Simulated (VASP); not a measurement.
# Pb in VASP: further runs

One slab, Pb, is run at these levels: LDA; tasks: single point, relaxation of the atoms.

All numbers are computed with VASP 6.6.1; they aren't measurements. Logs are shortened: lines on timing, memory, paths and dates and some standing lists are left out, and cuts for length are marked.

### Step 1. Starting point

The cell holds a slab with vacuum, 5 atoms: a = 3.455 Å, b = 3.455 Å, c = 26.284 Å, α = 90.00°, β = 90.00°, γ = 120.00°.

The slab is cut from a database's or a generator's crystal, which needn't be the stable form of the element.

### Step 2. Single point, LDA

INCAR reads:

```
PREC = Accurate
ENCUT = 520
EDIFF = 1E-7
ISMEAR = 1
SIGMA = 0.1
LREAL = False
LASPH = True
NELM = 80
ALGO = Fast
ISIF = 2
LWAVE = False
LCHARG = False
LDIPOL = True
IDIPOL = 3
DIPOL = 0.5 0.5 0.500
GGA = CA
LVHAR = True
LVACPOTAV = True
ICORELEVEL = 1
KPAR = 2
```

KPOINTS reads:

```
Automatic mesh
0
Gamma
  12 12 1
```

POSCAR reads:

```
Pb
1.0
    3.4550057600      0.0000000000      0.0000000000
   -1.7275028800      2.9921227600      0.0000000000
    0.0000000000      0.0000000000     26.2840015500
Pb
5
Direct
    0.6666666700      0.3333333300      0.2853446800
    0.3333333300      0.6666666700      0.3926723400
    0.0000000000      0.0000000000      0.5000000000
    0.6666666700      0.3333333300      0.6073276600
    0.3333333300      0.6666666700      0.7146553200
```

Potentials or basis: VASP PAW LDA potentials, release 64 (Pb_d).

On the command line:

```sh
$ cat potpaw_LDA.64/Pb_d/POTCAR > POTCAR
$ mpirun -np 2 vasp_std > vasp.out
```

OUTCAR:

```text
PREC = Accurate
   ENCUT = 520
   EDIFF = 1E-7
   ISMEAR = 1
   LREAL = False
   LASPH = True
   NELM = 80
   ISIF = 2
   GGA = CA

 ion  position               nearest neighbor table
   1  0.667  0.333  0.285-   2 3.46   2 3.46   2 3.46
   2  0.333  0.667  0.393-   1 3.46   3 3.46   1 3.46   3 3.46   3 3.46   1 3.46
   3  0.000  0.000  0.500-   2 3.46   4 3.46   4 3.46   2 3.46   4 3.46   2 3.46
   4  0.667  0.333  0.607-   5 3.46   3 3.46   5 3.46   3 3.46   3 3.46   5 3.46
   5  0.333  0.667  0.715-   4 3.46   4 3.46   4 3.46

  LATTYP: Found a hexagonal cell.
 ALAT       =     3.4550057600
 C/A-ratio  =     7.6075130914

  Lattice vectors:

 A1 = (   3.4550057600,   0.0000000000,   0.0000000000)
 A2 = (  -1.7275028800,   2.9921227600,   0.0000000000)
 A3 = (   0.0000000000,   0.0000000000,  26.2840015500)

Analysis of symmetry for initial positions (statically):
=====================================================================
 Subroutine PRICEL returns:
 Original cell was already a primitive cell.

 Routine SETGRP: Setting up the symmetry group for a
 hexagonal supercell.

 Subroutine GETGRP returns: Found 12 space group operations
 (whereof 12 operations were pure point group operations)
 out of a pool of 24 trial point group operations.

The static configuration has the point symmetry D_3d.

Analysis of symmetry for dynamics (positions and initial velocities):
=====================================================================
 Subroutine PRICEL returns:
 Original cell was already a primitive cell.

 Routine SETGRP: Setting up the symmetry group for a
 hexagonal supercell.

 Subroutine GETGRP returns: Found 12 space group operations
 (whereof 12 operations were pure point group operations)
 out of a pool of 24 trial point group operations.

The dynamic configuration has the point symmetry D_3d.

 Subroutine INISYM returns: Found 12 space group operations
 (whereof 12 operations are pure point group operations),
 and found     1 'primitive' translations

----------------------------------------------------------------------------------------

                                     Primitive cell

  volume of cell :     271.7188

  direct lattice vectors                    reciprocal lattice vectors
     3.455005760  0.000000000  0.000000000     0.289435118  0.167105443  0.000000000
    -1.727502880  2.992122760  0.000000000     0.000000000  0.334210886  0.000000000
     0.000000000  0.000000000 26.284001550     0.000000000  0.000000000  0.038045957

  length of vectors
     3.455005760  3.455005761 26.284001550     0.334210887  0.334210886  0.038045957

  position of ions in fractional coordinates (direct lattice)
     0.666666670  0.333333330  0.285344680
     0.333333330  0.666666670  0.392672340
     0.000000000  0.000000000  0.500000000
     0.666666670  0.333333330  0.607327660
     0.333333330  0.666666670  0.714655320

  ion indices of the primitive-cell ions
   primitive index   ion index
                 1           1
                 2           2
                 3           3
                 4           4
                 5           5

----------------------------------------------------------------------------------------

 KPOINTS: Automatic mesh

Automatic generation of k-mesh.
 Grid dimensions read from file:
 generate k-points for:   12   12    1

 Generating k-lattice:

  Cartesian coordinates                     Fractional coordinates (reciprocal lattice)
     0.024119593  0.013925454  0.000000000     0.083333333  0.000000000  0.000000000
     0.000000000  0.027850907  0.000000000     0.000000000  0.083333333  0.000000000
     0.000000000  0.000000000  0.038045957     0.000000000  0.000000000  1.000000000

  Length of vectors
     0.027850907  0.027850907  0.038045957

  Shift w.r.t. Gamma in fractional coordinates (k-lattice)
     0.000000000  0.000000000  0.000000000

 Subroutine IBZKPT returns following result:
 ===========================================

 Found     19 irreducible k-points:

 Following reciprocal coordinates:
            Coordinates               Weight
  0.000000  0.000000  0.000000      1.000000
  0.083333  0.000000  0.000000      6.000000
  0.166667  0.000000  0.000000      6.000000
  0.250000 -0.000000  0.000000      6.000000
  0.333333  0.000000  0.000000      6.000000
  0.416667  0.000000  0.000000      6.000000
[... 11 lines left out ...]
  0.333333  0.250000  0.000000     12.000000
  0.333333  0.333333  0.000000      2.000000
   k-points           NKPTS =     19   k-points in BZ     NKDIM =     19   number of bands    NBANDS=     42
   number of dos      NEDOS =    301   number of ions     NIONS =      5
   total plane-waves  NPLWV = 153664
   dimension x,y,z NGX =    28 NGY =   28 NGZ =  196
   dimension x,y,z NGXF=    56 NGYF=   56 NGZF=  392
   ions per type =               5
   NGX,Y,Z   is equivalent  to a cutoff of  13.47, 13.47, 12.40 a.u.
   NGXF,Y,Z  is equivalent  to a cutoff of  26.95, 26.95, 24.79 a.u.
 SYSTEM =  unknown system
   PREC   = accura    normal or accurate (medium, high low for compatibility)
   ISTART =      0    job   : 0-new  1-cont  2-samecut
   ICHARG =      2    charge: 1-file 2-atom 10-const
   ISPIN  =      1    spin polarized calculation?
   LNONCOLLINEAR =      F non collinear calculations
   LSORBIT =      F    spin-orbit coupling
   LASPH  =      T    aspherical Exc in radial PAW
   ENCUT  =  520.0 eV  38.22 Ry    6.18 a.u.   6.42  6.42 48.87*2*pi/ulx,y,z
   NELM   =     80;   NELMIN=  2; NELMDL= -5     # of ELM steps
   EDIFF  = 0.1E-06   stopping-criterion for ELM
   LREAL  =      F    real-space projection
   EDIFFG = 0.1E-05   stopping-criterion for IOM
   NSW    =      0    number of steps for IOM
   IBRION =     -1    ionic relax: 0-MD 1-quasi-New 2-CG
   NFREE  =      0    steps in history (QN), initial steepest desc. (CG)
   ISIF   =      2    stress and relaxation
   ISYM   =      2    0-nonsym 1-usesym 2-fastsym
   POTIM  = 0.5000    time-step for ionic-motion
   TEBEG  =    0.0;   TEEND  =   0.0 temperature during run
   PSTRESS=    0.0 pullay stress
   NELECT =      70.0000    total number of electrons
   NUPDOWN=      -1.0000    fix difference up-down
   EMIN   =  10.00;   EMAX   =-10.00  energy-range for DOS
   EFERMI =   0.00;   METHOD = LEGACY
   ISMEAR =     1;   SIGMA  =   0.10  broadening in eV -4-tet -1-fermi 0-gaus
   EFERMI_NEDOS =   21; number of points for ismear=-14 and -15
   IALGO  =     68    algorithm
   IMIX   =      4    mixing-type and parameters
     AMIX     =   0.40;   BMIX     =  1.00
     AMIX_MAG =   1.60;   BMIX_MAG =  1.00
  volume/ion in A,a.u.               =      54.34       366.73
  Fermi-wavevector in a.u.,A,eV,Ry     =   1.041680  1.968490 14.763641  1.085097
  Thomas-Fermi vector in A             =   2.176311
   LORBIT       =      0    0 simple, 1 ext, 2 COOP (PROOUT), +10 PAW based schemes
   GGA     = CA    functional components
   LHFCALC =     F    Hartree Fock is set to
   AEXX    =    0.0000 exact exchange contribution
   IVDW    =     0    specifies the selected vdW correction
   LEPSILON=     F    determine dielectric tensor
   LRPA    =     F    only Hartree local field effects (RPA)
 non-spin polarized calculation
 RMM-DIIS sequential band-by-band and
 Methfessel and Paxton  Order N= 1 SIGMA  =   0.10
  energy-cutoff  :      520.00
  volume of cell :      271.72
 maximum number of plane-waves:      7377
 NGX is ok and might be reduce to    28
   NGX = 13   NGY = 13   NGZ = 97

 dipolmoment           0.000000      0.000000     -0.000000 electrons x Angstroem

 number of electron      70.0000016 magnetization

 dipolmoment           0.000000      0.000000      0.000000 electrons x Angstroem

 Free energy of the ion-electron system (eV)
  ---------------------------------------------------
  ext. energy  EPLUGINS =         0.00000000
  ---------------------------------------------------
  free energy    TOTEN  =       -20.64685730 eV

  energy without entropy =      -20.64134164  energy(sigma->0) =      -20.64501875

 the core state eigenenergies are
   1-  1s -87449.0011  2s -15650.1100  2p -13443.6538  3s  -3754.1392  3p  -3120.4535
       3d  -2472.6820  4s   -844.1645  4p   -636.0865  4d   -394.7685  4f   -127.1571
       5s   -137.0737  5p    -79.0929
   2-  1s -87448.9036  2s -15650.0192  2p -13443.5624  3s  -3754.0523  3p  -3120.3667
       3d  -2472.5950  4s   -844.0835  4p   -636.0062  4d   -394.6889  4f   -127.0781
       5s   -137.0052  5p    -79.0275
   3-  1s -87448.9721  2s -15650.0870  2p -13443.6304  3s  -3754.1203  3p  -3120.4346
       3d  -2472.6629  4s   -844.1516  4p   -636.0743  4d   -394.7570  4f   -127.1462
       5s   -137.0735  5p    -79.0960
   4-  1s -87448.9036  2s -15650.0192  2p -13443.5624  3s  -3754.0523  3p  -3120.3667
       3d  -2472.5950  4s   -844.0835  4p   -636.0062  4d   -394.6889  4f   -127.0781
       5s   -137.0052  5p    -79.0275
   5-  1s -87449.0011  2s -15650.1100  2p -13443.6538  3s  -3754.1392  3p  -3120.4535
       3d  -2472.6820  4s   -844.1645  4p   -636.0865  4d   -394.7685  4f   -127.1571
       5s   -137.0737  5p    -79.0929

 E-fermi :   2.2338     XC(G=0):  -6.3364

 val. band max:        2.2014651320   @ k =   0.0833   0.0833   0.0000
 cond. band min:       2.2493175446   @ k =   0.1667   0.1667   0.0000
 fundamental gap:      0.0478524126
 Fermi energy:         2.2337906218

 k-point     1 :       0.0000    0.0000    0.0000
  band No.  band energies     occupation
      1     -14.9584      2.00000
      2     -14.9393      2.00000
      3     -14.9379      2.00000
      4     -14.9093      2.00000
      5     -14.9093      2.00000
      6     -14.8818      2.00000
[... 34 lines left out ...]
     41       8.3985      0.00000
     42       8.3996      0.00000

 k-point     2 :       0.0833    0.0000    0.0000
  band No.  band energies     occupation
      1     -14.9510      2.00000
      2     -14.9319      2.00000
      3     -14.9312      2.00000
      4     -14.9160      2.00000
      5     -14.8929      2.00000
      6     -14.8837      2.00000
[... 754 lines left out ...]
     41       3.5491     -0.00000
     42       4.5311      0.00000

 k-point    19 :       0.3333    0.3333    0.0000
  band No.  band energies     occupation
      1     -14.9503      2.00000
      2     -14.9503      2.00000
      3     -14.9393      2.00000
      4     -14.8985      2.00000
      5     -14.8709      2.00000
      6     -14.8709      2.00000
[... 34 lines left out ...]
     41       4.3842      0.00000
     42       4.3843      0.00000

------------------------ aborting loop because EDIFF is reached ----------------------------------------

  FORCE on cell =-STRESS in cart. coord.  units (eV):
  Direction    XX          YY          ZZ          XY          YZ          ZX
  --------------------------------------------------------------------------------------
  -------------------------------------------------------------------------------------
  Total       -1.4755179     -1.4755179     -0.9997501     -0.0000000      0.0000000      0.0000000
  in kB       -8.7003231     -8.7003232     -5.8949807     -0.0000000      0.0000000      0.0000000
  external PRESSURE =      -7.7652090 kB  Pullay stress =       0.0000000 kB

 VOLUME and BASIS-vectors are now :
 -----------------------------------------------------------------------------
  energy-cutoff  :      520.00
  volume of cell :      271.72
      direct lattice vectors                 reciprocal lattice vectors
     3.455005760  0.000000000  0.000000000     0.289435118  0.167105443  0.000000000
    -1.727502880  2.992122760  0.000000000     0.000000000  0.334210886  0.000000000
     0.000000000  0.000000000 26.284001550     0.000000000  0.000000000  0.038045957

 POSITION                                       TOTAL-FORCE (eV/Angst)
 -----------------------------------------------------------------------------------
      1.72750      0.99737      7.50000        -0.000000      0.000000      0.184475
     -0.00000      1.99475     10.32100        -0.000000     -0.000000     -0.204007
      0.00000      0.00000     13.14200        -0.000000      0.000000      0.000000
      1.72750      0.99737     15.96300         0.000000      0.000000      0.204007
     -0.00000      1.99475     18.78400         0.000000      0.000000     -0.184475
 -----------------------------------------------------------------------------------
    total drift:                               -0.000000      0.000000      0.000000

  FREE ENERGIE OF THE ION-ELECTRON SYSTEM (eV)
  ---------------------------------------------------
  free  energy   TOTEN  =       -20.6468573044 eV

  energy  without entropy=      -20.6413416400  energy(sigma->0) =      -20.64501875

 vacuum level on the upper side and lower side of the slab         6.197         6.197
```

Run time: 2 min. Hardware: 2 MPI ranks of AMD EPYC 9R45 (Zen 5), shared host; peak memory 0.35 GiB.

Results:

* Free energy: -20.6469 eV
* Largest force: 0.204 eV/Å
* Band gap on the k mesh: none (metal or under the smearing width)
* Work function of the upper face: 3.96 eV
* Work function of the lower face: 3.96 eV

Forces in eV/Å, atoms in the order of the input:
```
Pb   0.000  0.000  0.184
Pb   0.000  0.000 -0.204
Pb   0.000  0.000  0.000
Pb   0.000  0.000  0.204
Pb   0.000  0.000 -0.184
```

Levels at points of the mesh, in eV from the Fermi level:
```csv
k point,band 31,band 32,band 33,band 34,band 35,band 36,band 37,band 38,band 39,band 40
"(0.00, 0.00, 0.00)",-3.88,-2.33,-0.29,1.87,3.41,3.78,5.17,5.24,5.77,5.77
"(0.50, 0.00, 0.00)",-4.22,-3.52,-3.18,-2.67,-2.49,0.60,0.93,1.47,2.15,2.54
```

Core levels (eV, on the scale of the bands):
```csv
atom,levels
1 Pb,"1s -87449.0, 2s -15650.1, 2p -13443.7, 3s -3754.1, 3p -3120.5, 3d -2472.7, 4s -844.2, 4p -636.1, 4d -394.8, 4f -127.2, 5s -137.1, 5p -79.1"
2 Pb,"1s -87448.9, 2s -15650.0, 2p -13443.6, 3s -3754.1, 3p -3120.4, 3d -2472.6, 4s -844.1, 4p -636.0, 4d -394.7, 4f -127.1, 5s -137.0, 5p -79.0"
3 Pb,"1s -87449.0, 2s -15650.1, 2p -13443.6, 3s -3754.1, 3p -3120.4, 3d -2472.7, 4s -844.2, 4p -636.1, 4d -394.8, 4f -127.1, 5s -137.1, 5p -79.1"
4 Pb,"1s -87448.9, 2s -15650.0, 2p -13443.6, 3s -3754.1, 3p -3120.4, 3d -2472.6, 4s -844.1, 4p -636.0, 4d -394.7, 4f -127.1, 5s -137.0, 5p -79.0"
5 Pb,"1s -87449.0, 2s -15650.1, 2p -13443.7, 3s -3754.1, 3p -3120.5, 3d -2472.7, 4s -844.2, 4p -636.1, 4d -394.8, 4f -127.2, 5s -137.1, 5p -79.1"
```

### Step 3. Relaxation of the atoms, LDA

INCAR reads:

```
PREC = Accurate ; ENCUT = 520
EDIFF = 1E-6 ; ISMEAR = 1
SIGMA = 0.1 ; LREAL = F
LASPH = T ; NELM = 80
ALGO = Normal ; ISIF = 2
LWAVE = F ; LCHARG = F
LDIPOL = T ; IDIPOL = 3
DIPOL = 0.5 0.5 0.500 ; GGA = CA
IBRION = 2 ; NSW = 80
EDIFFG = -0.02 ; KPAR = 2
```

KPOINTS reads:

```
regular mesh
0
Gamma
  12 12 1
```

POSCAR is that of step 2.

Potentials or basis: VASP PAW LDA potentials, release 64 (Pb_d).

On the command line:

```sh
$ cat potpaw_LDA.64/Pb_d/POTCAR > POTCAR
$ mpirun -np 2 vasp_std > vasp.out
```

Run time: 11 min. Hardware: 2 MPI ranks of AMD EPYC 9R45 (Zen 5), shared host; peak memory 0.37 GiB.

The run converged. Its results:

```
Free energy               : -20.6885 eV
Energy gained by relaxing : 8.3 meV/atom
Ionic steps               : 14
Band gap on the k mesh    : none (metal or under the smearing width)
```

Forces in eV/Å, atoms in the order of the input:
```
Pb   0.000  0.000 -0.002
Pb   0.000  0.000  0.001
Pb   0.000  0.000  0.000
Pb   0.000  0.000 -0.001
Pb   0.000  0.000  0.002
```

Step by step:
```tsv
step	energy change (eV)	largest force (eV/Å)	pressure (GPa)
1	0.0000	0.2040	-0.78
2	-0.0070	0.1770	-0.73
3	-0.0237	0.1402	-0.62
4	-0.0277	0.1443	-0.28
5	-0.0316	0.0545	-0.44
6	-0.0316	0.0492	-0.44
7	-0.0326	0.0480	-0.42
8	-0.0353	0.0469	-0.27
9	-0.0391	0.0462	-0.13
10	-0.0402	0.0562	0.25
11	-0.0409	0.0463	0.05
12	-0.0410	0.0429	0.15
13	-0.0410	0.0449	0.08
14	-0.0417	0.0022	0.11
```

Final structure:
```cif
data_structure
_symmetry_space_group_name_H-M 'P 1'
_symmetry_Int_Tables_number 1
_cell_length_a 3.4550
_cell_length_b 3.4550
_cell_length_c 26.2840
_cell_angle_alpha 90.000
_cell_angle_beta 90.000
_cell_angle_gamma 120.000
_cell_volume 271.72
loop_
_atom_site_label
_atom_site_type_symbol
_atom_site_fract_x
_atom_site_fract_y
_atom_site_fract_z
_atom_site_occupancy
Pb1 Pb 0.66667 0.33333 0.29273 1
Pb2 Pb 0.33333 0.66667 0.39295 1
Pb3 Pb 0.00000 0.00000 0.50000 1
Pb4 Pb 0.66667 0.33333 0.60705 1
Pb5 Pb 0.33333 0.66667 0.70727 1
```

Levels at points of the mesh, in eV from the Fermi level:
| k point | band 32 | band 33 | band 34 | band 35 | band 36 | band 37 | band 38 | band 39 |
| --- | --- | --- | --- | --- | --- | --- | --- | --- |
| (0.00, 0.00, 0.00) | -2.27 | -0.01 | 2.18 | 3.42 | 3.80 | 5.20 | 5.31 | 5.61 |
| (0.50, 0.00, 0.00) | -3.65 | -3.21 | -2.63 | -2.43 | 0.68 | 0.95 | 1.63 | 1.97 |

The run has no spin-orbit coupling, so splittings on Pb are missing.

(Part 1 of 2 ends here.)
